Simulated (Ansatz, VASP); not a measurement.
PbF2 in VASP and in Ansatz

```
Pb F
1.0
     0.00000    2.97972    2.97972
     2.97972    0.00000    2.97972
     2.97972    2.97972    0.00000
Pb F
1 2
Cartesian
  0.0000 0.0000 0.0000
  1.4899 1.4899 1.4899
  4.4696 4.4696 4.4696
```

Change from the starting cell: volume scaled by 1.01, PAW files.

Alike in both runs: task electric field gradients; functional LDA; k mesh 7 × 7 × 7; occupations fermi-dirac, width 0.03 eV; no spin polarisation.

```csv
,VASP,Ansatz
version,VASP 6.6.1,Ansatz 0.2.0
potentials or method,"VASP PAW LDA potentials, release 64 (Pb_d, F)","PAW with Ansatz's default frozen-core files, scalar-relativistic"
plane-wave cutoff (eV),520,420
valence electrons in the cell,28,28
```

|  | VASP | Ansatz | Ansatz less VASP |
| --- | --- | --- | --- |
| gap on the k mesh at the Fermi level (eV) | 4.26 | 4.30 | +0.040 |
| pressure (GPa) | -5.6 | -5.5 | +0.01 |
| Vzz of the field gradient on the site that differs most (V/Å²) | 0.0 | 0.0 | -0.01 |

Ansatz warned: «gradients_without_spin_orbit».

Caveats: spin-orbit coupling is left out, which as a rule narrows the gap of such compounds by several tenths of an eV; an odd mesh through Γ misses points on the zone boundary, where band edges often lie.
